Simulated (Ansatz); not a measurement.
# Ni (I4/mmm) in Ansatz: a series of runs

Runs on Ni. Level: PBEsol. Tasks: single point.

All numbers are computed with Ansatz 0.2.0; they aren't measurements. Logs are shortened: lines on timing, memory, paths and dates and some standing lists are left out, and cuts for length are marked.

## Step 1: The cell of the first run

The structure is tetragonal, space group I4/mmm (No. 139). Conventional cell: a = 2.508 Å, b = 2.508 Å, c = 3.336 Å, α = 90.00°, β = 90.00°, γ = 90.00°. Ni (site symmetry 4/mmm) has 12 Ni at 2.43 to 2.51 Å as nearest neighbours.

This isn't the form of Ni at room conditions, which is fcc.

## Step 2: Single point, PBEsol, collinear spin, ferromagnetic start, 10.49 Å³/atom (strain_z_fixed_volume = -0.04)

Contents of input.yaml:

```yaml
crystal:
  lattice:
    - [0.0, 1.7734029486, 1.6680700157]
    - [1.7734029486, 0.0, 1.6680700157]
    - [1.7734029486, 1.7734029486, 0.0]
  atoms:
    - { symbol: Ni, position: [0.0, 0.0, 0.0], spin: 1.0 }
kpoints:
  mp_grid: { grid: [13, 13, 13] }
scf:
  occupations: { method: fermi_dirac, width: 0.05 }
hamiltonian:
  xc: pbesol
  pseudopotentials: { kind: all_electron, lapw: { basis_error: 0.001 } }
magnetization:
  spin_polarized: true
output:
  forces: true
  stress: true
  eigenvalues: true
```

Potentials or basis: all-electron LAPW, scalar-relativistic.

Started as:

```bash
ansatz run input.yaml --threads 2 --pin off --max-ram 6144MiB --backend cpu --events-out ev --progress --plain --runs-dir out
```

What it wrote:

```text
Warning: RAYON_NUM_THREADS=2 ignored (pool sized by the plan → 2); use --threads N
LAPW: plane waves up to 9.260 Å⁻¹, error target 1.0e-3 eV per atom; small_component_spin mean_spin; Ni in spheres of 1.217 Å, 18 of its electrons in bands, Dirac shells [] (how accurate: hamiltonian.pseudopotentials.lapw.basis_error, Limitations)
Engine: ansatz 0.2.0, x86_64-unknown-linux-gnu
Pseudopotentials: kind: all_electron
Pseudopotential: Ni, LAPW, valence charge 18, lapw/all_electron/scalar/gaussian/Ni, Koelling and Harmon's equation, gaussian nucleus
Functional definition: PBEsol
  exchange = pbesol_x
  correlation = pbesol_c
Crystal: 1 atoms, lattice volume = 10.492 Å³
Basis set: ecut = 326.71943502831897 eV, 153 PW (Γ), exchange–correlation at level 2
Bands: 14, of which v1, the nominal top of the filled ones, is band 9 counted from 1 (8 counted from 0)
Symmetry: 16 space group operations
Space group: I4/mmm (ITA 139), of the structure as read, at distance tolerance 2.2e-5 Å
Magnetic group: BNS 139.531 (UNI 1191), of the structure as read, at distance tolerance 2.2e-5 Å
k-points: 196 of 2197
Non-local potential: Ni, projectors of the file, none
Initial density: superposition of atomic densities (chi_scale 0.1, normalization cell)
Starting moments: Σ|m| = 1 μB on 1 of 1 site
Initial wavefunctions: plane waves of lowest kinetic energy (no species holds an atomic orbital)
Functional: x = pbesol(κ = 0.804, μ = 0.12345679012345678), c = pbesol(β = 0.046)
iter 1 solved again at ethr=9.07e-6 eV; its pass at ethr=1.00e-1 eV (dr2=1.63e-3 eV) is discarded
SCF iter   1: F=—  HF=-41348.111958 eV  |F-HF|=—  |Δ(HF+E_count)|=         —  Δρ=1.89e-2 (↑1.84e-2 ↓1.89e-2)  dr2=1.64e-3  dr2_m=3.28e-2  M=0.635 μB ∫|m|=0.677 μB  β_m=0.30  ethr=9.07e-6  ⟨swp⟩=4.0  Hψ=45413  notcnv=0
Mixer restart at iter 1: flushing history
preconditioner: auto → none  [metal: Δε(μ)=0.006 eV  Ē_g=17.198 eV  σ=0.050 eV  W_gap=0.03  n_scr=0 (ndim 8)  ℏωp=36.3 eV  f_vac=0.000  D(μ)=1.67/eV (n_scr^D=26)]
SCF iter   2: F=—  HF=-41348.116461 eV  |F-HF|=—  |Δ(HF+E_count)|=   4.50e-3  Δρ=1.33e-2 (↑1.31e-2 ↓1.33e-2)  dr2=7.28e-4  dr2_m=1.65e-2  M=0.630 μB ∫|m|=0.680 μB  β_m=0.65  ethr=9.07e-6  ⟨swp⟩=2.0  Hψ=14593  notcnv=0
iter 3 solved again at ethr=9.12e-9 eV; its pass at ethr=4.05e-6 eV (dr2=1.64e-6 eV) is discarded
SCF iter   3: F=—  HF=-41348.123282 eV  |F-HF|=—  |Δ(HF+E_count)|=   6.82e-3  Δρ=4.00e-4 (↑4.00e-4 ↓2.93e-4)  dr2=1.65e-6  dr2_m=1.08e-5  M=0.621 μB ∫|m|=0.695 μB  β_m=0.61  ethr=9.12e-9  ⟨swp⟩=2.9  Hψ=27702  notcnv=0
SCF iter   4: F=—  HF=-41348.123357 eV  |F-HF|=—  |Δ(HF+E_count)|=         —  Δρ=4.39e-4 (↑2.14e-4 ↓4.39e-4)  dr2=1.12e-5  dr2_m=5.62e-6  M=0.622 μB ∫|m|=0.698 μB  β_m=0.52  ethr=9.12e-9  ⟨swp⟩=3.0  Hψ=16697  notcnv=0
the basis was enlarged: its passes take 634.1 KiB over the memory plan, 2 of 2 planned eigensolver slots
SCF iter   5: F=—  HF=-41348.123318 eV  |F-HF|=—  |Δ(HF+E_count)|=   3.88e-5  Δρ=2.25e-4 (↑1.66e-4 ↓2.25e-4)  dr2=5.70e-7  dr2_m=3.41e-6  M=0.622 μB ∫|m|=0.699 μB  β_m=0.76  ethr=9.12e-9  ⟨swp⟩=3.0  Hψ=16330  notcnv=0
SCF iter   6: F=—  HF=-41348.123370 eV  |F-HF|=—  |Δ(HF+E_count)|=   5.23e-5  Δρ=3.23e-5 (↑2.11e-5 ↓3.23e-5)  dr2=1.42e-8  dr2_m=6.20e-8  M=0.622 μB ∫|m|=0.701 μB  β_m=0.73  ethr=3.16e-9  ⟨swp⟩=3.0  Hψ=16468  notcnv=0
SCF iter   7: F=—  HF=-41348.123370 eV  |F-HF|=—  |Δ(HF+E_count)|=   2.64e-7  Δρ=3.44e-6 (↑2.33e-6 ↓3.44e-6)  dr2=5.24e-10  dr2_m=5.43e-10  M=0.622 μB ∫|m|=0.702 μB  β_m=0.87  ethr=7.91e-11  ⟨swp⟩=3.0  Hψ=16550  notcnv=0
SCF iter   8: F=-41348.123370 eV  HF=-41348.123370 eV  |F-HF|=2.91e-10  |Δ(HF+E_count)|=   7.08e-8  Δρ=7.76e-7 (↑7.58e-7 ↓7.76e-7)  dr2=1.58e-11  dr2_m=5.01e-11  M=0.622 μB ∫|m|=0.702 μB  ethr=2.91e-12  ⟨swp⟩=3.0  Hψ=16410  notcnv=0
SCF 1 converged in 8 iterations: F = -41348.123370 eV  dr2 = 1.58e-11
SCF converged after 8 iterations
Magnetization: 0.6220 μB (9.3110 up, 8.6890 down)
Absolute magnetization: 0.7015 μB (∫|ρ↑−ρ↓|)
Spin contamination: 0.0055 ħ² per cell (⟨S²⟩ above its minimum at these occupations)
Per-site moments (μB) at R_I (Å): [(0.6458243929075937, 1.2173141971908714)]
Free energy (F): -41348.123370 eV
Harris-Foulkes:  -41348.123370 eV  (|F-HF|=2.91e-10)
Internal energy: -41348.110394 eV  (E = F + TS)
E sigma→0 (E₀):  -41348.116882 eV
Entropy (-TS):   -0.012977 eV (-12.977 meV/atom)
Fermi energy:    18.963870 eV
--- Per-component energies (eV) ---
  E_band       = -270.035091
  E_kinetic    = 42005.280116
  E_xc         = -1695.457386
  E_electrostatic = -81657.933124  (all electrons and nuclei)
  E_smearing   = -0.012977  (= −TS)
  E_closure    = 0.000000  (closes the sum)
  E_atoms      = -41340.345444  (free atoms, spherical and without spin; not in F)
  Σ components = -41348.123370   (vs F -41348.123370, Δ=0.00e0)
  Basis errors (estimates in eV, not in F): energy 2.3e-4 per atom: plane waves 2.1e-4 (1.1e-4 summed), levels above the bands 2.7e-202, relativity 1.5e-8, radial functions 1.9e-5, core shells 7.4e-10; eigenvalues (radial functions only) 4.5e-6; not estimated: angular momenta, meshes, grids; target (lapw.basis_error) 1.0e-3; muffin-tin radii Ni 1.217 Å
--- Forces (eV/Å), atoms counted from 1 ---
  atom   1  Ni    -0.00000000     0.00000000     0.00000000
  max |Σ_I F_I| component: 1.38e-30 eV/Å
--- Stress (GPa, compression-positive) ---
       -4.394371      -0.000000       0.000000
       -0.000000      -4.394371       0.000000
        0.000000       0.000000       2.214893
  P = ⅓ Tr σ = -2.1913 GPa (-21.913 kbar)
--- Band table (eV; the first three rows and the last of 392) ---
  k-point 0 ↑: bands = ["-84.4471", "-44.8361", "-44.8361", "-44.8151", "9.5452", "16.3096", "16.3096", "16.6908", "17.4485", "17.8680", "42.7694", "46.6394", "46.6394", "47.4541"]
  k-point 1 ↑: bands = ["-84.4448", "-44.8472", "-44.8389", "-44.8201", "9.7831", "16.2871", "16.3627", "16.7016", "17.4362", "17.8369", "41.9277", "44.6285", "46.1264", "46.6586"]
  k-point 2 ↑: bands = ["-84.4383", "-44.8851", "-44.8465", "-44.8268", "10.4751", "16.1845", "16.4695", "16.7728", "17.4491", "17.7769", "38.5544", "43.6282", "45.2576", "45.8893"]
  k-point 195 ↓: bands = ["-83.5676", "-44.2635", "-44.1581", "-44.1512", "14.5163", "15.1090", "18.9904", "19.0558", "19.3623", "22.7968", "29.8169", "31.6754", "33.1936", "38.9596"]
```

Wall time 32 s (2 threads of AMD EPYC, shared host); peak memory 0.49 GiB.

What came out:

- Free energy: -41348.1234 eV
- Pressure: -2.2 GPa
- Band gap on the k mesh: none (metal or under the smearing width)
- Net moment: 0.62 μB per cell
- Absolute moment: 0.70 μB per cell
- Site moments: Ni +0.65 μB

## Step 3: Single point, PBEsol, collinear spin, ferromagnetic start, 10.49 Å³/atom (strain_z_fixed_volume = -0.02)

Changes to input.yaml since step 2:

```diff
@@ -2,5 +2,5 @@
   lattice:
-    - [0.0, 1.7734029486, 1.6680700157]
-    - [1.7734029486, 0.0, 1.6680700157]
-    - [1.7734029486, 1.7734029486, 0.0]
+    - [0.0, 1.7552137196, 1.7028214743]
+    - [1.7552137196, 0.0, 1.7028214743]
+    - [1.7552137196, 1.7552137196, 0.0]
   atoms:
```

Potentials or basis: all-electron LAPW, scalar-relativistic.

Started as:

```bash
ansatz run input.yaml --threads 2 --pin off --max-ram 6144MiB --backend cpu --events-out ev --progress --plain --runs-dir out
```

Run time: 38 s. Hardware: 2 threads of AMD EPYC, shared host; peak memory 0.5 GiB.

The run converged. Its results:

```yaml
Free_energy: -41348.1304 eV
Pressure: -2.3 GPa
Band_gap_on_the_k_mesh: none (metal or under the smearing width)
Net_moment: 0.63 μB per cell
Absolute_moment: 0.71 μB per cell
Site_moments: Ni +0.65 μB
```
